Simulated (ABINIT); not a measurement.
Here is an ABINIT 10.8.3 (patched build) calculation.

run.abi

```
# Datasets: ground state, then fixed potential
ndtset 2

# Pseudopotentials
pp_dirpath "./"
pseudos "As.GGA_PBE-JTH.xml, B.GGA_PBE-JTH.xml"

# Structure
acell 6.3832096775 6.3832096775 6.3832096775
rprim
     0.0000000000     0.7071067812     0.7071067812
     0.7071067812     0.0000000000     0.7071067812
     0.7071067812     0.7071067812     0.0000000000
ntypat 2
znucl 33 5
natom 2
typat 1 2
xred
     0.7500000000     0.7500000000     0.7500000000
     0.0000000000     0.0000000000     0.0000000000

# Plane-wave basis
ecut 408.170794 eV
pawecutdg 30.0

# Exchange and correlation
ixc 14

# Bands and occupations
occopt 3
tsmear 0.00183747

# SCF cycle
nstep 100

# Output
iomode 3
prtwf 0
prteig 0
prtebands 0
prtden1 1
prtvha1 1
prtvclmb1 1
prtpot1 1

# Dataset 1
kptopt1 1
ngkpt1 10 10 10
nshiftk1 1
shiftk1 0.0 0.0 0.0
nband1 13
tolvrs1 1.0e-9

# Dataset 2: bands along G-X-W-K-G-L-U-W-L-K
iscf2 -2
getden2 1
nband2 17
nbdbuf2 2
tolwfr2 1.0e-12
kptopt2 -9
ndivsm2 6
prteig2 1
prtvol2 -3
kptbounds2
     0.0000000000     0.0000000000     0.0000000000
     0.5000000000     0.0000000000     0.5000000000
     0.5000000000     0.2500000000     0.7500000000
     0.3750000000     0.3750000000     0.7500000000
     0.0000000000     0.0000000000     0.0000000000
     0.5000000000     0.5000000000     0.5000000000
     0.6250000000     0.2500000000     0.6250000000
     0.5000000000     0.2500000000     0.7500000000
     0.5000000000     0.5000000000     0.5000000000
     0.3750000000     0.3750000000     0.7500000000
```

Potentials or basis: JTH PAW PBE v2.0.

Run with:

```sh
$ abinit run.abi > log 2>&1
```

Question: Predict the pressure.

Answer: 4.8 GPa.

Question: Estimate the band gap on the k mesh.

Answer: 1.20 eV, indirect (least direct gap 3.27 eV).

Question: Predict the band gap along the path.

Answer: 1.20 eV, indirect (least direct gap 3.27 eV).

Levels at the corners of the path, in eV from the valence-band top:
| point | band 5 | band 6 | band 7 | band 8 | band 9 | band 10 | band 11 | band 12 | band 13 | band 14 |
| --- | --- | --- | --- | --- | --- | --- | --- | --- | --- | --- |
| Γ | -35.81 | -15.41 | 0.00 | 0.00 | 0.00 | 3.27 | 3.27 | 3.27 | 4.67 | 9.67 |
| X | -35.81 | -11.21 | -8.55 | -4.09 | -4.09 | 1.44 | 1.48 | 11.44 | 11.44 | 12.97 |
| W | -35.81 | -11.05 | -8.09 | -5.48 | -5.19 | 5.29 | 5.96 | 6.85 | 7.03 | 12.42 |
| K | -35.81 | -11.26 | -8.17 | -5.94 | -3.49 | 2.06 | 5.57 | 9.25 | 9.80 | 10.69 |
| Γ | -35.81 | -15.41 | 0.00 | 0.00 | 0.00 | 3.27 | 3.27 | 3.27 | 4.67 | 9.67 |
| L | -35.81 | -12.54 | -8.79 | -1.83 | -1.83 | 2.69 | 4.79 | 4.79 | 8.94 | 12.82 |
| U | -35.81 | -11.26 | -8.17 | -5.94 | -3.49 | 2.06 | 5.57 | 9.25 | 9.80 | 10.69 |
| W | -35.81 | -11.05 | -8.09 | -5.48 | -5.19 | 5.29 | 5.96 | 6.85 | 7.03 | 12.42 |
| L | -35.81 | -12.54 | -8.79 | -1.83 | -1.83 | 2.69 | 4.79 | 4.79 | 8.94 | 12.82 |
| K | -35.81 | -11.26 | -8.17 | -5.94 | -3.49 | 2.06 | 5.57 | 9.25 | 9.80 | 10.69 |

Caveat: the PAW data sets were made with another functional, which shifts forces and pressure a little. As with any semilocal functional, this revPBE gap is likely too small.
